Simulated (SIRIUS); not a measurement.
Runs of SIRIUS 7.10.0 on Si. The structure is hexagonal, space group P6_422 (No. 181). The conventional cell has a = 3.906 Å, b = 3.906 Å, c = 4.117 Å, α = 90.00°, β = 90.00°, γ = 120.00°. Si (site symmetry 222) has 4 Si at 2.39 Å as nearest neighbours. The cell was built by a generator and needn't be a form met in nature.

| level | gap on the mesh (eV) | pressure (GPa) | relaxed volume (Å³/atom) |
| --- | --- | --- | --- |
| revPBE | 0.34 | 0.0 | (a) |
| revPBE+D3(BJ) | 0.06 | 0.1 | 17.06 |
| revPBE+D4 | (c) | 0.0 | 17.14 |
| revPBE+D3 | (b) | 0.0 | 17.92 |

Alike in all rows: task relaxation of cell and atoms; potentials or basis PseudoDojo 0.4.1 PBE standard (scalar relativistic); no spin polarisation; cell relaxed; k mesh 6 × 6 × 5; cutoff (eV) 490; smearing fermi-dirac 0.05 eV.

Task: Estimate the missing entries.

Result: (a) 18.18; (b) 0.28; (c) 0.09.

Caveats: the potentials were made for another functional, which shifts forces and pressure; an odd mesh through Γ misses points on the zone boundary, where band edges often lie.
